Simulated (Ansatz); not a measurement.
# Two structures of Si: comparison of enthalpies under pressure, by script

The task here is to estimate one member of a computed series from the others.

Computed with the Python package of Ansatz 0.2.0. Level of theory: DFT r2SCAN, plane waves, PAW.

## Starting point

Si P6_3/mmc: Symmetry: P6_3/mmc, No. 194, hexagonal system. The conventional cell has a = 2.790 Å, b = 2.790 Å, c = 4.556 Å, α = 90.00°, β = 90.00°, γ = 120.00°. Si (site symmetry -6m2) has 12 Si at 2.79 Å as nearest neighbours.

Si Im-3m: Symmetry: Im-3m, No. 229, cubic system. Conventional cell: a = 3.130 Å, b = 3.130 Å, c = 3.130 Å, α = 90.00°, β = 90.00°, γ = 90.00°. Around Si (site symmetry m-3m) lie 8 Si at 2.71 Å.

No structure file is read: the coordinates are typed or built in the script.

Set-up of the first run:

si.py

```python
"""Enthalpies of two structures of Si under pressure."""

import logging
import sys
import warnings

import ansatz as az
import numpy as np
import pandas as pd

logging.basicConfig(stream=sys.stdout, format="%(name)s: %(message)s")
log = logging.getLogger("run")
log.setLevel(logging.INFO)


def hcp(A, a):
    return (
        az.Lattice.from_parameters(a, a, 1.633 * a, alpha=90, beta=90, gamma=120)
        .space_group(194)
        .atom(A, [1 / 3, 2 / 3, 0.25])
    )


def bcc(first, a):
    return (
        az.Lattice.bcc(a)
        .space_group(229)
        .atom(first, [0, 0, 0])
        .primitive()
    )


def ground_state(name, crystal, pressure=0.0):
    calc = (
        crystal.calculation()
        .functional("r2SCAN")
        .accuracy("low")
        .mixing("anderson", beta=0.3)
        .scf(algorithm="density_mixing")
        .basis(600)
        .kpoints(spacing=0.3)
        .occupations("cold", width=0.05)
    )
    calc = calc.relax(force_tolerance=0.01, max_steps=40, cell=True, pressure=pressure)
    return calc.run(threads=1, backend="cpu")


def volume_per_atom(outcome):
    return abs(np.linalg.det(outcome.lattice.cell_ang)) / len(outcome.lattice.sites)


def main() -> None:
    warnings.simplefilter("ignore")

    phases = {}
    phases["hcp"] = hcp("Si", 2.79)
    phases["bcc"] = bcc("Si", 3.13)

    # H = E + PV, with 1 eV per cubic angstrom equal to 160.2 GPa
    pressures = [0, 10, 20, 30]
    enthalpy, volume = {name: [] for name in phases}, {name: [] for name in phases}
    for p in pressures:
        for name, crystal in phases.items():
            o = ground_state(name, crystal, pressure=p)
            volume[name].append(volume_per_atom(o))
            enthalpy[name].append(o.report["energy_sigma0_ev"] / len(o.lattice.sites) + p * volume[name][-1] / 160.21766)
    gap = np.array(enthalpy["bcc"]) - np.array(enthalpy["hcp"])
    rows = [(p, va, vb, 1000 * d) for p, va, vb, d in zip(pressures, volume["hcp"], volume["bcc"], gap)]
    print(pd.DataFrame(rows, columns=["P (GPa)", "V hcp (A^3/atom)", "V bcc (A^3/atom)", "H(bcc) - H(hcp) (meV/atom)"]).round(4).to_string(index=False))
    crossings = [p0 - g0 * (p1 - p0) / (g1 - g0) for p0, p1, g0, g1 in zip(pressures, pressures[1:], gap, gap[1:]) if g0 * g1 < 0]
    print("crossing near", [round(float(p), 1) for p in crossings], "GPa") if crossings else print("no crossing in this range")


if __name__ == "__main__":
    main()
```

Command:

```bash
$ python si.py
```

Steps of the session up to this table: Running it.

One of the session's tables, all rows but one given; the rest of the session is left out.

Enthalpy H = E + pV of the second structure less the first:

```
pressure (GPa)  ΔH (meV/atom)
             0           42.5
            10           64.7
            20              ?
            30          112.9
```

Q: Estimate the row for pressure (GPa) = 20 from the others.

Worked estimate for «ΔH (meV/atom)». A straight line through the neighbours (10, 64.7) and (30, 112.9) gives 64.7 + (112.9 − 64.7) × (20 − 10) / (30 − 10) = 88.8; a parabola fitted to 3 rows on both sides gives 88.2.

**Answer.** ΔH (meV/atom): 97.0. In «ΔH (meV/atom)» the line misses by -8.2 and the parabola by -8.8.

Limits of these values: For the metals among these cells the mesh is coarse, so their volumes and pressures are rough. Only these two structures are compared, at zero temperature and with their symmetry kept; either may be hypothetical, and another phase may be lower than both.
